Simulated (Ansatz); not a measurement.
A run of Ansatz 0.2.0 is set up as follows.

input.yaml

```yaml
crystal:
  lattice:
    - [0.0, 1.8075, 1.8075]
    - [1.8075, 0.0, 1.8075]
    - [1.8075, 1.8075, 0.0]
  atoms:
    - { symbol: Cu, position: [0.0, 0.0, 0.0] }
kpoints:
  mp_grid: { grid: [13, 13, 13] }
  band_path:
    path:
      - [0.0, 0.0, 0.0]
      - [0.5, 0.0, 0.5]
      - [0.5, 0.25, 0.75]
      - [0.375, 0.375, 0.75]
      - [0.0, 0.0, 0.0]
      - [0.5, 0.5, 0.5]
      - [0.625, 0.25, 0.625]
      - [0.5, 0.25, 0.75]
    npoints: 6
scf:
  occupations: { method: fermi_dirac, width: 0.05 }
hamiltonian:
  xc: pbesol
  pseudopotentials: { kind: all_electron, lapw: { basis_error: 0.001 } }
output:
  forces: true
  stress: true
  eigenvalues: true
```

Potentials or basis: all-electron LAPW, scalar-relativistic.

The run is started by

```sh
$ ansatz run input.yaml --threads 1 --pin off --max-ram 3072MiB --backend cpu --events-out ev --progress --plain --runs-dir out
```

Problem. Estimate the pressure.

Solution. -6.6 GPa.

Problem. Estimate the band gap along the path.

Solution. None (metal or under the smearing width).

Levels at the corners of the path, in eV from the Fermi level:
| point | band 7 | band 8 | band 9 | band 10 | band 11 | band 12 |
| --- | --- | --- | --- | --- | --- | --- |
| Γ | -3.17 | -3.17 | -2.33 | -2.33 | 22.41 | 25.00 |
| X | -1.77 | -1.61 | -1.61 | 1.24 | 6.92 | 12.82 |
| W | -3.70 | -2.37 | -1.61 | 5.98 | 5.98 | 8.12 |
| K | -2.92 | -2.19 | -1.81 | 4.11 | 5.52 | 7.62 |
| Γ | -3.17 | -3.17 | -2.33 | -2.33 | 22.41 | 25.00 |
| L | -3.20 | -1.75 | -1.75 | -1.25 | 3.57 | 20.90 |
| U | -2.92 | -2.19 | -1.81 | 4.11 | 5.52 | 7.62 |
| W | -3.70 | -2.37 | -1.61 | 5.98 | 5.98 | 8.12 |
